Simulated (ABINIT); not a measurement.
# ZnO (zincite) (P6_3mc) in ABINIT: single point with PBE

Aim: the single point of ZnO (zincite) with PBE.

Program: ABINIT 10.8.3 (patched build). These are calculated values, not measurements. Logs are shortened: lines on timing, memory, paths and dates and some standing lists are left out, and cuts for length are marked. The log counts tension as positive stress, the text compression.

**Measured values to compare with.**

“Electronic structure of alkaline earth and post-transition metal oxides”, 2009, arxiv:0908.1581 quotes, for a bulk crystal of ZnO: band gap 3.37 eV.

The results are compared with them further down.

## 1. Starting point

It takes space group P6_3mc (No. 186, hexagonal). Conventional cell: a = 3.249 Å, b = 3.249 Å, c = 5.206 Å, α = 90.00°, β = 90.00°, γ = 120.00°. Zn (site symmetry 3m) has 4 O at 1.97 to 1.98 Å as nearest neighbours. O (site symmetry 3m) has 4 Zn at 1.97 to 1.98 Å as nearest neighbours.

## 2. Single point, PBE

run.abi

```
# Pseudopotentials
pp_dirpath "./"
pseudos "Zn.GGA_PBE-JTH.xml, O.GGA_PBE-JTH.xml"

# Structure
acell 6.1403022146 6.1403022145 9.8373642945
rprim
     1.0000000000     0.0000000000     0.0000000000
    -0.5000000000     0.8660254038     0.0000000000
     0.0000000000     0.0000000000     1.0000000000
ntypat 2
znucl 30 8
natom 4
typat 1 1 2 2
xcart
     3.0701511076     1.7725525680     0.0000000000
    -0.0000000003     3.5451051366     4.9186821472
    -0.0000000003     3.5451051366     8.6471415885
     3.0701511076     1.7725525680     3.7284594413

# Plane-wave basis
ecut 23.0
pawecutdg 45.0

# k points
kptopt 1
ngkpt 7 7 4
nshiftk 1
shiftk 0.0 0.0 0.0

# Exchange and correlation
ixc 11

# Bands and occupations
nband 22
occopt 3
tsmear 0.05 eV

# SCF cycle
nstep 100
tolvrs 1.0e-9

# Output
iomode 3
prtwf 0
prteig 0
prtebands 0
prtvol 2
prtden 1
prtvha 1
prtvclmb 1
prtpot 1
```

Potentials or basis: JTH PAW PBE v2.0.

Started as:

```bash
abinit run.abi > log 2>&1
```

run.abo:

```text
.Version 10.8.3 of ABINIT
 Symmetries : space group P6_3 m c (#186); Bravais hP (primitive hexag.)
================================================================================
 Values of the parameters that define the memory need of the present run
     intxc =       0    ionmov =       0      iscf =      17    lmnmax =      18
     lnmax =       6     mgfft =      45  mpssoang =       3    mqgrid =    3001
     natom =       4  nloc_mem =       2    nspden =       1   nspinor =       1
    nsppol =       1      nsym =      12    n1xccc =       1    ntypat =       2
    occopt =       3   xclevel =       2
       mpw =        1713          nfft =       40500          nkpt =          24
 PAW method is used; the additional fine FFT grid is defined by:
   mgfftf=        60    nfftf =     96000
================================================================================
================================================================================

--------------------------------------------------------------------------------
------------- Echo of variables that govern the present computation ------------
--------------------------------------------------------------------------------
 -outvars: echo values of preprocessed input variables --------
            acell      6.1403022146E+00  6.1403022145E+00  9.8373642945E+00 Bohr
              amu      6.53900000E+01  1.59994000E+01
             ecut      2.30000000E+01 Hartree
              ixc          11
         kptrlatt        7    0    0      0    7    0      0    0    4
          kptrlen      3.93494572E+01
            natom           4
            nband          22
            ngfft          30      30      45
          ngfftdg          40      40      60
             nkpt          24
            nstep         100
             nsym          12
           ntypat           2
           occopt           3
        pawecutdg      4.50000000E+01 Hartree
         pawxcdev           0
        prtebands           0
           prteig           0
           prtpot           1
         prtvclmb           1
           prtvha           1
           prtvol           2
            prtwf           0
            rprim      1.0000000000E+00  0.0000000000E+00  0.0000000000E+00
                      -5.0000000000E-01  8.6602540380E-01  0.0000000000E+00
                       0.0000000000E+00  0.0000000000E+00  1.0000000000E+00
          spgroup         186
           tolvrs      1.00000000E-09
           tsmear      1.83746611E-03 Hartree
            typat      1  1  2  2
           useylm           1
           xangst      1.6246539989E+00  9.3799442357E-01 -2.6459553198E-11
                       4.4094165526E-12  1.8759888472E+00  2.6028544982E+00
                       4.4094165526E-12  1.8759888472E+00  4.5758702650E+00
                       1.6246539989E+00  9.3799442357E-01  1.9730157667E+00
            xcart      3.0701511073E+00  1.7725525682E+00 -5.0001308959E-11
                       8.3325896595E-12  3.5451051364E+00  4.9186821472E+00
                       8.3325896595E-12  3.5451051364E+00  8.6471415885E+00
                       3.0701511073E+00  1.7725525682E+00  3.7284594412E+00
             xred      6.6666666665E-01  3.3333333332E-01 -5.0827952958E-12
                       3.3333333332E-01  6.6666666665E-01  4.9999999999E-01
                       3.3333333332E-01  6.6666666665E-01  8.7901000000E-01
                       6.6666666665E-01  3.3333333332E-01  3.7901000000E-01
            znucl       30.00000    8.00000

================================================================================

 chkinp: Checking input parameters for consistency.

================================================================================
== DATASET  1 ==================================================================

--- !DatasetInfo
iteration_state: {dtset: 1, }
dimensions: {natom: 4, nkpt: 24, mband: 22, nsppol: 1, nspinor: 1, nspden: 1, mpw: 1713, }
cutoff_energies: {ecut:  23.0, pawecutdg:  45.0, }
electrons: {nelect:   3.60000000E+01, charge:   0.00000000E+00, occopt:   3.00000000E+00, tsmear:   1.83746611E-03, }
meta: {optdriver: 0, ionmov: 0, optcell: 0, iscf: 17, paral_kgb: 0, }
...

 Exchange-correlation functional for the present dataset will be:
  GGA: Perdew-Burke-Ernzerhof functional - ixc=11
  J.P.Perdew, K.Burke, M.Ernzerhof, PRL 77, 3865 (1996)

 Real(R)+Recip(G) space primitive vectors, cartesian coordinates (Bohr,Bohr^-1):
 R(1)=  6.1403022  0.0000000  0.0000000  G(1)=  0.1628584  0.0940264  0.0000000
 R(2)= -3.0701511  5.3176577  0.0000000  G(2)=  0.0000000  0.1880527  0.0000000
 R(3)=  0.0000000  0.0000000  9.8373643  G(3)=  0.0000000  0.0000000  0.1016532
 Unit cell volume ucvol=  3.2120987E+02 bohr^3
 Angles (23,13,12)=  9.00000000E+01  9.00000000E+01  1.20000000E+02 degrees

[... 198 lines left out ...]
  9.47E-14 9.47E-14 7.03E-13 7.03E-13 6.96E-13 6.96E-13 1.34E-13 1.30E-13
  4.02E-15 4.02E-15 9.91E-15 9.91E-15 3.72E-13 3.72E-13 4.41E-13 4.41E-13
  5.09E-13 5.09E-13 2.92E-13 2.92E-13 6.03E-13 6.02E-13
   0.4286  0.1429  0.5000    1  1.22222E-12 kpt; spin; max resid(k); each band:
  6.07E-13 6.07E-13 3.21E-13 3.20E-13 4.63E-13 4.63E-13 5.30E-13 5.31E-13
  3.54E-15 3.54E-15 1.40E-14 1.40E-14 3.73E-13 3.73E-13 1.22E-12 1.22E-12
  6.27E-13 6.27E-13 4.34E-13 4.34E-13 2.62E-13 2.56E-13
   0.2857  0.2857  0.5000    1  2.42627E-12 kpt; spin; max resid(k); each band:
  5.10E-13 5.11E-13 2.84E-13 2.84E-13 4.68E-13 4.68E-13 5.01E-13 5.01E-13
  7.07E-15 7.07E-15 2.19E-14 2.19E-14 2.07E-13 2.07E-13 3.91E-13 3.91E-13
  6.42E-13 6.42E-13 1.93E-12 2.43E-12 4.54E-13 3.38E-13
 reduced coordinates (array xred) for    4 atoms
       0.666666666655      0.333333333318     -0.000000000005
       0.333333333321      0.666666666651      0.499999999995
       0.333333333321      0.666666666651      0.879009999999
       0.666666666655      0.333333333318      0.379009999999
 rms dE/dt=  7.9149E-03; max dE/dt=  1.3416E-02; dE/dt below (all hartree)
    1      -0.000000000000      0.000000000000      0.013416081499
    2       0.000000000000      0.000000000000      0.013416081499
    3       0.000000000000     -0.000000000000     -0.013995939915
    4       0.000000000000      0.000000000000     -0.013995939915

 cartesian coordinates (angstrom) at end:
    1      1.62465399890518     0.93799442356800    -0.00000000002646
    2      0.00000000000441     1.87598884718003     2.60285449820787
    3      0.00000000000441     1.87598884718003     4.57587026498144
    4      1.62465399890518     0.93799442356800     1.97301576674712

 cartesian forces (hartree/bohr) at end:
    1      0.00000000000000     0.00000000000000    -0.00139326046048
    2     -0.00000000000000    -0.00000000000000    -0.00139326046048
    3     -0.00000000000000     0.00000000000000     0.00139326046048
    4     -0.00000000000000    -0.00000000000000     0.00139326046048
 frms,max,avg= 8.0439930E-04 1.3932605E-03   0.000E+00  0.000E+00  2.947E-05 h/b

 cartesian forces (eV/Angstrom) at end:
    1      0.00000000000000     0.00000000000000    -0.07164433345924
    2     -0.00000000000000    -0.00000000000000    -0.07164433345924
    3     -0.00000000000000     0.00000000000000     0.07164433345924
    4     -0.00000000000000    -0.00000000000000     0.07164433345924
 frms,max,avg= 4.1363875E-02 7.1644333E-02   0.000E+00  0.000E+00  1.516E-03 e/A
 length scales=  6.140302214600  6.140302214500  9.837364294500 bohr
              =  3.249307997819  3.249307997766  5.205708996469 angstroms
 Fermi (or HOMO) energy (hartree) =   0.24019   Average Vxc (hartree)=  -0.37618
 Eigenvalues (hartree) for nkpt=  24  k points:
 kpt#   1, nband= 22, wtk=  0.00510, kpt=  0.0000  0.0000  0.0000 (reduced coord)
  -0.44001   -0.41316    0.01501    0.01501    0.01644    0.01821    0.02225    0.02225
   0.05790    0.05790    0.06581    0.06581    0.07573    0.19475    0.19475    0.22190
   0.22455    0.22455    0.25372    0.41603    0.52833    0.69663
      occupation numbers for kpt#   1
   2.00000    2.00000    2.00000    2.00000    2.00000    2.00000    2.00000    2.00000
   2.00000    2.00000    2.00000    2.00000    2.00000    2.00000    2.00000    1.99990
   1.99960    1.99960    0.00126    0.00000    0.00000    0.00000
 kpt#   2, nband= 22, wtk=  0.03061, kpt=  0.1429  0.0000  0.0000 (reduced coord)
  -0.43601   -0.41146    0.01074    0.01725    0.01855    0.02122    0.02520    0.02556
   0.05626    0.05780    0.06616    0.06895    0.07495    0.16917    0.18508    0.19021
   0.21683    0.21938    0.29808    0.44472    0.52784    0.63493
      occupation numbers for kpt#   2
   2.00000    2.00000    2.00000    2.00000    2.00000    2.00000    2.00000    2.00000
   2.00000    2.00000    2.00000    2.00000    2.00000    2.00000    2.00000    2.00000
   1.99999    1.99998    0.00000    0.00000    0.00000    0.00000
 kpt#   3, nband= 22, wtk=  0.03061, kpt=  0.2857  0.0000  0.0000 (reduced coord)
[... 160 lines left out ...]
  -0.40979   -0.40979    0.00430    0.00430    0.02924    0.02924    0.03721    0.03721
   0.06299    0.06299    0.07206    0.07206    0.08754    0.08754    0.15116    0.15116
   0.17799    0.17799    0.45642    0.45642    0.53524    0.53524
      occupation numbers for kpt#  23
   2.00000    2.00000    2.00000    2.00000    2.00000    2.00000    2.00000    2.00000
   2.00000    2.00000    2.00000    2.00000    2.00000    2.00000    2.00000    2.00000
   2.00000    2.00000    0.00000    0.00000    0.00000    0.00000
 kpt#  24, nband= 22, wtk=  0.03061, kpt=  0.2857  0.2857  0.5000 (reduced coord)
  -0.40913   -0.40913    0.01068    0.01068    0.02462    0.02462    0.03946    0.03946
   0.06056    0.06056    0.07454    0.07454    0.09188    0.09188    0.13280    0.13280
   0.17905    0.17905    0.48599    0.48599    0.54075    0.54075
      occupation numbers for kpt#  24
   2.00000    2.00000    2.00000    2.00000    2.00000    2.00000    2.00000    2.00000
   2.00000    2.00000    2.00000    2.00000    2.00000    2.00000    2.00000    2.00000
   2.00000    2.00000    0.00000    0.00000    0.00000    0.00000
 Total charge density [el/Bohr^3]
)     Maximum=    1.9521E+00  at reduced coord.    0.3250    0.6500    0.5000
)Next maximum=    1.9521E+00  at reduced coord.    0.6500    0.3250    0.0000
)     Minimum=    3.4129E-03  at reduced coord.    0.0000    0.0000    0.2000
)Next minimum=    3.4129E-03  at reduced coord.    0.0000    0.0000    0.7000
   Integrated=    3.6000E+01

--- !EnergyTerms
iteration_state     : {dtset: 1, }
comment             : Components of total free energy in Hartree
kinetic             :  2.84323433638075E+01
hartree             :  4.04960347479151E+01
xc                  : -9.37409150390138E+00
Ewald energy        : -1.08873348761970E+02
psp_core            :  2.87758457759712E+00
local_psp           : -1.49350113361956E+02
PAW spherical_terms :  3.48142088278903E+01
internal            : -1.60977382110618E+02
'-kT*entropy'       : -2.23004871843732E-07
total_energy        : -1.60977382333623E+02
total_energy_eV     : -4.38041772754717E+03
...

--- !EnergyTermsDC
iteration_state     : {dtset: 1, }
comment             : '"Double-counting" decomposition of free energy'
band_energy         :  9.32887987784150E-01
Ewald energy        : -1.08873348761970E+02
psp_core            :  2.87758457759712E+00
xc_dc               : -3.79747036414985E+01
PAW spherical_terms : -1.79398015004455E+01
internal            : -1.60977381338533E+02
'-kT*entropy'       : -2.23004871843732E-07
total_energy_dc     : -1.60977381561538E+02
total_energy_dc_eV  : -4.38041770653767E+03
...

--- !EnergyTermsWithPAWCore
iteration_state     : {dtset: 1, }
comment             : 'Components of total free energy, including PAW core contributions'
Total energy        : -3.74269728104063E+03
Total energy DC     : -3.74269728026855E+03
Total energy (eV)   : -1.01843981316180E+05
Total energy DC (eV): -1.01843981295170E+05
...

 Cartesian components of stress tensor (hartree/bohr^3)
  sigma(1 1)= -1.28484071E-04  sigma(3 2)=  0.00000000E+00
  sigma(2 2)= -1.28484071E-04  sigma(3 1)=  0.00000000E+00
  sigma(3 3)= -1.86582454E-04  sigma(2 1)= -8.30251587E-14

-Cartesian components of stress tensor (GPa)         [Pressure=  4.3499E+00 GPa]
- sigma(1 1)= -3.78013187E+00  sigma(3 2)=  0.00000000E+00
- sigma(2 2)= -3.78013187E+00  sigma(3 1)=  0.00000000E+00
- sigma(3 3)= -5.48944532E+00  sigma(2 1)= -2.44268450E-09

== END DATASET(S) ==============================================================
================================================================================

 -outvars: echo values of variables after computation  --------
            acell      6.1403022146E+00  6.1403022145E+00  9.8373642945E+00 Bohr
           etotal     -1.6097738156E+02
            fcart      1.3155599492E-28  2.2786166724E-28 -1.3932604605E-03
                      -4.3851998306E-29 -7.5953889080E-29 -1.3932604605E-03
                      -4.3851998306E-29  9.3676463199E-28  1.3932604605E-03
                      -4.3851998306E-29 -1.0886724101E-27  1.3932604605E-03
            rprim      1.0000000000E+00  0.0000000000E+00  0.0000000000E+00
                      -5.0000000000E-01  8.6602540380E-01  0.0000000000E+00
                       0.0000000000E+00  0.0000000000E+00  1.0000000000E+00
           strten     -1.2848407070E-04 -1.2848407073E-04 -1.8658245399E-04
                       0.0000000000E+00  0.0000000000E+00 -8.3025158663E-14
           xangst      1.6246539989E+00  9.3799442357E-01 -2.6459553198E-11
                       4.4094165526E-12  1.8759888472E+00  2.6028544982E+00
                       4.4094165526E-12  1.8759888472E+00  4.5758702650E+00
                       1.6246539989E+00  9.3799442357E-01  1.9730157667E+00
             xred      6.6666666665E-01  3.3333333332E-01 -5.0827952958E-12
                       3.3333333332E-01  6.6666666665E-01  4.9999999999E-01
                       3.3333333332E-01  6.6666666665E-01  8.7901000000E-01
                       6.6666666665E-01  3.3333333332E-01  3.7901000000E-01
 Calculation completed.
```

Run time: 2.7 min. Hardware: 1 thread of Arm Neoverse V2, shared host; peak memory 0.14 GiB.

What came out:

```yaml
Free_energy: -4380.4177 eV
Pressure: 4.3 GPa
Largest_force: 0.072 eV/Å
Band_gap_on_the_k_mesh: 0.79 eV, direct
Valence_electrons_inside_the_program's_atomic_spheres: Zn 10.89; O 4.54
```

Forces in eV/Å, atoms in the order of the input:
```
Zn   0.000  0.000 -0.072
Zn   0.000  0.000 -0.072
O    0.000  0.000  0.072
O    0.000  0.000  0.072
```

Stress tensor (GPa, compression positive):
```
3.78 0.00 0.00
0.00 3.78 0.00
0.00 0.00 5.49
```

## 3. How close it comes

Step 2. Against the measured gap of ZnO, 3.37 eV (quoted in “Electronic structure of alkaline earth and post-transition metal oxides”, 2009, arxiv:0908.1581), the calculated 0.79 eV is off by -2.58 eV. So large a miss can be the level of theory's own, or it may mean another phase, state or a wrong row. The value is that of PBE, without temperature or zero-point motion. Semilocal functionals fall short of measured gaps as a rule.
